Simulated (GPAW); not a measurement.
# Mn3Si (Fm-3m) in GPAW: equation of state with LDA

Aim: the equation of state of Mn3Si with LDA.

All numbers are computed with GPAW 26.7.0; they aren't measurements. Logs are shortened: lines on timing, memory, paths and dates and some standing lists are left out, and cuts for length are marked. The log counts tension as positive stress, the text compression.

## Step 1: The crystal as given

It takes space group Fm-3m (No. 225, cubic). Conventional cell: a = 5.722 Å, b = 5.722 Å, c = 5.722 Å, α = 90.00°, β = 90.00°, γ = 90.00°. Mn (site symmetry -43m) has 4 Mn at 2.48 Å and 4 Si at 2.48 Å as nearest neighbours. Mn (site symmetry m-3m) has 8 Mn at 2.48 Å as nearest neighbours. Si (site symmetry m-3m) is surrounded by 8 Mn at 2.48 Å.

## Step 2: Equation of state, LDA, collinear spin, ferromagnetic start

run.py

```python
from ase import Atoms
from ase.eos import EquationOfState
from ase.io import Trajectory
from ase.units import GPa
from gpaw import GPAW, PW

atoms = Atoms(['Mn', 'Mn', 'Mn', 'Si'],
              cell=[[0.0, 2.861, 2.861],
                    [2.861, 0.0, 2.861],
                    [2.861, 2.861, 0.0]],
              scaled_positions=[[0.75, 0.75, 0.75],
                                [0.25, 0.25, 0.25],
                                [0.5, 0.5, 0.5],
                                [0.0, 0.0, 0.0]],
              pbc=True)
atoms.set_initial_magnetic_moments([4.0, 4.0, 4.0, 0.0])

traj = Trajectory('eos.traj', 'w')
volumes, energies = [], []
for x in [0.94, 0.96, 0.98, 1.0, 1.02, 1.04, 1.06]:
    a = atoms.copy()
    a.set_cell(atoms.cell * x**(1 / 3), scale_atoms=True)
    calc = GPAW(mode=PW(600),
                xc='LDA',
                kpts={'size': (7, 7, 7), 'gamma': True},
                occupations={'name': 'fermi-dirac', 'width': 0.05},
                nbands=44,
                convergence={'density': 1e-05, 'energy': 1e-05},
                maxiter=150,
                txt=f'eos-{x:.2f}.txt')
    a.calc = calc
    energies.append(a.get_potential_energy(force_consistent=True))
    volumes.append(a.get_volume())
    p = -a.get_stress()[:3].mean() / GPa
    calc.write(f'eos-{x:.2f}.gpw')
    traj.write(a)
    print(f'{x:.2f} {volumes[-1]:10.4f} A^3 {energies[-1]:14.6f} eV {p:9.3f} GPa', flush=True)

v0, e0, B = EquationOfState(volumes, energies, eos='birchmurnaghan').fit()
print(f'V0 = {v0:.4f} A^3, E0 = {e0:.6f} eV, B0 = {B / GPa:.2f} GPa')
```

Potentials or basis: the program's PAW data sets (release 1.2.1) made for this functional, pw.

Command:

```sh
$ OMP_NUM_THREADS=1 python run.py
```

The program printed:

```text
__  _  _
 | _ |_)|_||  |
 |__||  | ||/\| - 26.7.0

Input parameters:
  mode=PW(ecut=600.0),
  convergence={'density': 1e-05, 'energy': 1e-05},
  kpts=MonkhorstPack(size=(7, 7, 7), gamma=True),
  maxiter=150,
  nbands=44,
  occupations=Occupations(name='fermi-dirac', width=0.05),
  xc=XC(name='LDA')

Diagonalizing LCAO Hamiltonian
Converting LCAO to pw mode

                    Mn

                Mn

           Mn

       Si

Atoms  # Å, Bohr magnetons
|   | symbol |        x |        y |        z |    initial magnetic moments |
|---|--------|----------|----------|----------|-----------------------------|
| 0 |     Mn | 4.203894 | 4.203894 | 4.203894 | ( 0.0000,  0.0000,  4.0000) |
| 1 |     Mn | 1.401298 | 1.401298 | 1.401298 | ( 0.0000,  0.0000,  4.0000) |
| 2 |     Mn | 2.802596 | 2.802596 | 2.802596 | ( 0.0000,  0.0000,  4.0000) |
| 3 |     Si | 0.000000 | 0.000000 | 0.000000 | ( 0.0000,  0.0000,  0.0000) |

Unit cell  # Å
| periodic |        x |        y |        z |  lengths |    angles |
|----------|----------|----------|----------|----------|-----------|
|      yes | 0.000000 | 2.802596 | 2.802596 | 3.963469 | 60.000000 |
|      yes | 2.802596 | 0.000000 | 2.802596 | 3.963469 | 60.000000 |
|      yes | 2.802596 | 2.802596 | 0.000000 | 3.963469 | 60.000000 |

Number of symmetries: 48
Symmetry operations  # r_c * U_cc + t_c -> r_c
|    | kind |            matrix            |
|----|------|------------------------------|
|  0 |  σ   |  1, 0, 0,  1, 0,-1,  1,-1, 0 |
|  1 |  C2  |  1, 0, 0,  1,-1, 0,  1, 0,-1 |
|  2 |  E   |  1, 0, 0,  0, 1, 0,  0, 0, 1 |
|  3 |  σ   |  1, 0, 0,  0, 0, 1,  0, 1, 0 |
|  4 |  C4  |  1, 0,-1,  1, 0, 0,  1,-1, 0 |
|  5 |  S6  |  1, 0,-1,  1,-1, 0,  1, 0, 0 |
|  6 |  σ   |  1, 0,-1,  0, 1,-1,  0, 0,-1 |
|  7 |  C3  |  1, 0,-1,  0, 0,-1,  0, 1,-1 |
|  8 |  S6  |  1,-1, 0,  1, 0, 0,  1, 0,-1 |
|  9 |  C4  |  1,-1, 0,  1, 0,-1,  1, 0, 0 |
| 10 |  C3  |  1,-1, 0,  0,-1, 1,  0,-1, 0 |
| 11 |  σ   |  1,-1, 0,  0,-1, 0,  0,-1, 1 |
| 12 |  σ   |  0, 1, 0,  1, 0, 0,  0, 0, 1 |
| 13 |  C4  |  0, 1, 0,  0, 1,-1, -1, 1, 0 |
| 14 |  C3  |  0, 1, 0,  0, 0, 1,  1, 0, 0 |
| 15 |  S6  |  0, 1, 0, -1, 1, 0,  0, 1,-1 |
| 16 |  C2  |  0, 1,-1,  1, 0,-1,  0, 0,-1 |
| 17 |  σ   |  0, 1,-1,  0, 1, 0, -1, 1, 0 |
| 18 |  S4  |  0, 1,-1,  0, 0,-1,  1, 0,-1 |
| 19 |  C4  |  0, 1,-1, -1, 1, 0,  0, 1, 0 |
| 20 |  C3  |  0, 0, 1,  1, 0, 0,  0, 1, 0 |
| 21 |  σ   |  0, 0, 1,  0, 1, 0,  1, 0, 0 |
| 22 |  S6  |  0, 0, 1,  0,-1, 1, -1, 0, 1 |
| 23 |  C4  |  0, 0, 1, -1, 0, 1,  0,-1, 1 |
| 24 |  S4  |  0, 0,-1,  1, 0,-1,  0, 1,-1 |
| 25 |  C3  |  0, 0,-1,  0, 1,-1,  1, 0,-1 |
| 26 |  C2  |  0, 0,-1,  0,-1, 0, -1, 0, 0 |
| 27 |  S6  |  0, 0,-1, -1, 0, 0,  0,-1, 0 |
| 28 |  S4  |  0,-1, 1,  1,-1, 0,  0,-1, 0 |
| 29 |  C4  |  0,-1, 1,  0, 0, 1, -1, 0, 1 |
| 30 |  C2  |  0,-1, 1,  0,-1, 0,  1,-1, 0 |
| 31 |  σ   |  0,-1, 1, -1, 0, 1,  0, 0, 1 |
| 32 |  C3  |  0,-1, 0,  1,-1, 0,  0,-1, 1 |
| 33 |  S6  |  0,-1, 0,  0, 0,-1, -1, 0, 0 |
| 34 |  S4  |  0,-1, 0,  0,-1, 1,  1,-1, 0 |
| 35 |  C2  |  0,-1, 0, -1, 0, 0,  0, 0,-1 |
| 36 |  C2  | -1, 1, 0,  0, 1, 0,  0, 1,-1 |
| 37 |  S6  | -1, 1, 0,  0, 1,-1,  0, 1, 0 |
| 38 |  S4  | -1, 1, 0, -1, 0, 1, -1, 0, 0 |
| 39 |  C3  | -1, 1, 0, -1, 0, 0, -1, 0, 1 |
| 40 |  S6  | -1, 0, 1,  0, 0, 1,  0,-1, 1 |
| 41 |  C2  | -1, 0, 1,  0,-1, 1,  0, 0, 1 |
| 42 |  C3  | -1, 0, 1, -1, 1, 0, -1, 0, 0 |
| 43 |  S4  | -1, 0, 1, -1, 0, 0, -1, 1, 0 |
| 44 |  C2  | -1, 0, 0,  0, 0,-1,  0,-1, 0 |
| 45 |  i   | -1, 0, 0,  0,-1, 0,  0, 0,-1 |
| 46 |  σ   | -1, 0, 0, -1, 1, 0, -1, 0, 1 |
| 47 |  C2  | -1, 0, 0, -1, 0, 1, -1, 1, 0 |

BZ-sampling:
  Number of BZ points: 343
  Number of IBZ points: 20

  Monkhorst-Pack size: [7, 7, 7]
  Monkhorst-Pack shift: [0, 0, 0]

K-points  # in reciprocal-cell coordinates
|     |                                coordinates |     weight |
|-----|--------------------------------------------|------------|
|   0 | (  0.00000000,   0.00000000,   0.00000000) | 0.00291545 |
|   1 | (  0.14285714,   0.14285714,   0.00000000) | 0.01749271 |
|   2 | (  0.14285714,   0.14285714,   0.14285714) | 0.02332362 |
|   3 | (  0.28571429,   0.14285714,   0.14285714) | 0.03498542 |
|   4 | (  0.28571429,   0.28571429,   0.00000000) | 0.01749271 |
|   5 | (  0.28571429,   0.28571429,   0.14285714) | 0.06997085 |
|   6 | (  0.28571429,   0.28571429,   0.28571429) | 0.02332362 |
|   7 | (  0.42857143,  -0.28571429,  -0.28571429) | 0.03498542 |
|   8 | (  0.42857143,   0.28571429,  -0.42857143) | 0.13994169 |
|   9 | (  0.42857143,   0.28571429,  -0.28571429) | 0.06997085 |
| ... |                                            |            |
|  19 | (  0.42857143,   0.42857143,   0.42857143) | 0.02332362 |

Plane wave coefficients: 1483
Cutoff: 600.0 eV

Spin-components: 2 (collinear spins)
Bands:           44
Projectors:      23
Spin-degeneracy: 1
Datatype:        complex128

Parallelization:
  kpt:    1
  domain: 1
  band:   1

Density:
  Valence electrons: 49.0
  Components: 2
  Grid points: [24 24 24]
  Charge: 0.0  # |e|

Potential:
  Grid points: [24 24 24]

species:
  Mn:
    name:    Manganese
    Z:       25.0
    valence: 15
    core:    10
    charge:  0.0  # [|e|]
    compensation charges:
      type: gauss
      rc: 0.38  # [Å]
      lmax: 2
    cutoffs:
      filter: 2.14  # [Å]
      core: 0.86  # [Å]
    projectors
    | kind |    occ | energy [eV] | rcut [Å] |
    |------|--------|-------------|----------|
    |   3s |  2.000 |     -85.387 |    1.275 |
    |   4s |  2.000 |      -5.282 |    1.275 |
    |   3p |  6.000 |     -54.493 |    1.281 |
    |   4p |  0.000 |      -1.471 |    1.281 |
    |   3d |  5.000 |      -7.009 |    1.138 |
    |    d |        |      20.203 |    1.138 |

    Using partial waves for Mn as LCAO basis

  Si:
    name:    Silicon
    Z:       14.0
    valence: 4
    core:    10
    charge:  0.0  # [|e|]
    compensation charges:
      type: gauss
      rc: 0.33  # [Å]
      lmax: 2
    cutoffs:
      filter: 1.86  # [Å]
      core: 2.06  # [Å]
    projectors
    | kind |    occ | energy [eV] | rcut [Å] |
    |------|--------|-------------|----------|
    |   3s |  2.000 |     -10.878 |    1.058 |
    |   3p |  2.000 |      -4.162 |    1.058 |
    |    s |        |      16.334 |    1.058 |
    |    p |        |      23.049 |    1.058 |
    |    d |        |       0.000 |    1.058 |

    Using partial waves for Si as LCAO basis

Reference energy: -102225.129105  # eV

eigensolver:
  PPCG
  Converge bands: occupied
  niter=2

density mixing:
  MSR1-Mixer
  Pratt-step length: 0.05
  Maximum mixing coefficient: 0.75
  Old densities: 10
  SVD Regularization: 0.005
  Good broyden scale: 1.0
  Trust region scale: 1.0
  Backstep threshold: 4.0
  History deletion threshold: 6.0
  Fourier metric: weight=20.0, sigma=0.015

occupation numbers:
  Fermi-Dirac:
    width: 0.0500  # eV

poisson solver:
  ecut: 4800.0  # eV

xc functional:
  name: None

convergence criteria:
- Maximum integral of absolute [dens]ity change: 1e-05 electrons / valence electron
- Maximum [total energy] change in last 3 cyles: 1e-05 eV / valence electron
- Maximum integral of absolute [eigenst]ate change: 4e-08 eV^2 / valence electron
maximum number of iterations: 150

SCF iterations
|iter     | |      energy | eigst |  dens |  magmom |
|---------|-|-------------|-------|-------|---------|
|iter:   1| |  -36.838507 | +0.55 |       | +12.0231|
|iter:   2| |  -37.035013 | -1.78 | -0.92 | +11.7935|
|iter:   3| |  -39.667108 | -1.73 | -0.95 |  +8.9893|
|iter:   4| |  -46.149172 | -1.41 | -0.99 |  +7.1522|
|iter:   5| |  -40.595970 | -1.16 | -0.54 |  +6.4245|
|iter:   6| |  -39.465042 | -1.53 | -0.93 |  +3.9403|
|iter:   7| |  -39.708856 | -3.01 | -1.39 |  +2.7429|
|iter:   8| |  -39.818662 | -2.76 | -1.44 |  +1.6635|
|iter:   9| |  -39.811054 | -3.66 | -1.66 |  +1.8454|
|iter:  10| |  -39.821271 | -4.16 | -2.08 |  +1.9677|
|iter:  11| |  -39.827978 | -4.10 | -2.06 |  +1.8499|
|iter:  12| |  -39.839136 | -4.12 | -2.18 |  +1.6617|
|iter:  13| |  -39.846480 | -4.17 | -2.20 |  +1.3879|
|iter:  14| |  -39.850053 | -4.12 | -2.52 |  +1.0530|
|iter:  15| |  -39.850235 | -4.62 | -2.66 |  +1.2091|
|iter:  16| |  -39.849486 | -5.50 | -3.28 |  +1.2521|
|iter:  17| |  -39.849996 | -6.00 | -3.26 |  +1.2154|
|iter:  18| |  -39.850175 | -6.64 | -3.78 |  +1.2004|
|iter:  19| |  -39.850215c| -7.87c| -4.27 |  +1.1961|
|iter:  20| |  -39.850228c| -7.90c| -4.75 |  +1.1950|
|iter:  21| |  -39.850229c| -8.85c| -5.47c|  +1.1950|

Converged in 21 steps
Energy contributions relative to reference atoms: (reference = -102225.129105)

Energy contributions:
  Kinetic:           2.182701
  Coulomb:          -0.150633
  Zero:              0.545618
  External:          0.000000
  Xc:              -42.408880
  Entropy:          -0.038069
  Spinorbit:         0.000000
  ----------------------------
  Free energy:     -39.869263
  Extrapolated:    -39.850229

dipole moment: (-12.152871, -12.152871, -12.152871)  # |e|*Ang

Total magnetic moment: (0.000000, 0.000000, 1.194981)

Local magnetic moments
|        x |        y |         z |
|----------|----------|-----------|
| 0.000000 | 0.000000 | -0.429818 |  # Mn   0
| 0.000000 | 0.000000 | -0.429818 |  # Mn   1
| 0.000000 | 0.000000 |  1.980059 |  # Mn   2
| 0.000000 | 0.000000 |  0.025437 |  # Si   3

Fermi level: 10.687
Eigenvalues  # (at kpt = [0.000, 0.000, 0.000])
| band index |      eig [eV] | occ [0-1] |      eig [eV] | occ [0-1] |
|------------|---------------|-----------|---------------|-----------|
|          0 |       -68.858 |     1.000 |       -67.719 |     1.000 |
|        ... |               |           |               |           |
|         13 |         6.617 |     1.000 |         6.621 |     1.000 |
|         14 |         6.617 |     1.000 |         6.621 |     1.000 |
|         15 |         6.770 |     1.000 |         6.621 |     1.000 |
|         16 |         6.770 |     1.000 |         7.037 |     1.000 |
|         17 |         6.770 |     1.000 |         7.037 |     1.000 |
|         18 |         8.091 |     1.000 |         9.076 |     1.000 |
[... 8 lines left out ...]
|         27 |        11.992 |     0.000 |        12.176 |     0.000 |
|         28 |        14.704 |     0.000 |        14.936 |     0.000 |
|        ... |               |           |               |           |
|         43 |        35.590 |     0.000 |        35.681 |     0.000 |

No gap
No difference between direct/indirect transitions

Stress tensor  # eV/Ang^3
|        x |        y |        z |
|----------|----------|----------|
| 0.078451 | 0.000000 | 0.000000 |
| 0.000000 | 0.078451 | 0.000000 |
| 0.000000 | 0.000000 | 0.078451 |

# Writing to eos-0.94.gpw (mode='')
```

Wall time 15 min (1 thread of Arm Neoverse V2, shared host); peak memory 0.32 GiB.

What came out:

```
Equilibrium volume : 10.41 Å³/atom (rough: see the caveat)
Bulk modulus       : 258 GPa (rough)
```

Energy against volume, from the lowest point:
| volume (Å³/atom) | energy (meV/atom) |
| --- | --- |
| 11.007 | 0.00 |
| 11.241 | 21.31 |
| 11.475 | 48.02 |
| 11.709 | 79.37 |
| 11.943 | 114.73 |
| 12.177 | 153.64 |
| 12.412 | 195.74 |

Caveat: the minimum lies outside the volumes run.
